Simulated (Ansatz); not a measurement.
Wanted: the native input for an Ansatz 0.2.0 run.

- Task: elastic constants
- Functional: PBEsol
- Potentials or basis: Ansatz PAW
- Cutoff: 420 eV (not typed: the program's choice for these potentials)
- k mesh: 8 × 6 × 6
- Occupations: fermi-dirac, width 0.05 eV
- Spin: no spin polarisation
- Atoms under strain: clamped

Crystal: W.

```xyz
4
Lattice="2.8097 0.0000 0.0000 0.0000 4.8639 0.0000 0.0000 0.0000 4.9237" Properties=species:S:1:pos:R:3 pbc="T T T"
W     2.2285    4.5567    3.6928
W     0.5811    2.1247    3.6928
W     0.5811    0.3072    1.2309
W     2.2285    2.7391    1.2309
```

This isn't the form of W at room conditions, which is bcc.

These files were run (other wordings do the same):

input.yaml

```yaml
crystal:
  lattice:
    - [2.809662, 0.0, 0.0]
    - [0.0, 4.86387, 0.0]
    - [0.0, 0.0, 4.923695]
  atoms:
    - { symbol: W, position: [0.793172, 0.936843, 0.75] }
    - { symbol: W, position: [0.206828, 0.436843, 0.75] }
    - { symbol: W, position: [0.206828, 0.063157, 0.25] }
    - { symbol: W, position: [0.793172, 0.563157, 0.25] }
hamiltonian:
  xc: pbesol
  pseudopotentials: { kind: paw }
kpoints:
  mp_grid: { grid: [8, 6, 6] }
scf:
  occupations: { method: fermi_dirac, width: 0.05 }
output:
  forces: true
  stress: true
elastic:
  mode: clamped_ion
  stencil: two_point
```

Potentials or basis: Ansatz PAW.

Launch:

```console
$ ansatz run input.yaml --threads 2 --pin off --max-ram 5632MiB --backend cpu --events-out ev --progress --plain --runs-dir out
```

Results of the run:

```
Pressure               : -10.7 GPa
Largest force          : 0.060 eV/Å
Band gap on the k mesh : none (metal or under the smearing width)
Voigt bulk modulus     : 250 GPa
```

Caveat: the cell is more than 3 GPa from zero pressure, which shifts response properties; the elastic tensor has a negative eigenvalue, so either the cell is unstable as it stands or the mesh is too thin; the PAW data sets come from PBE, with cores solved anew for the run's functional, which leaves a small shift of forces and pressure.

Run time: 56 s on 2 threads of Arm Neoverse V2, with other jobs on the host, peak memory 0.5 GiB.
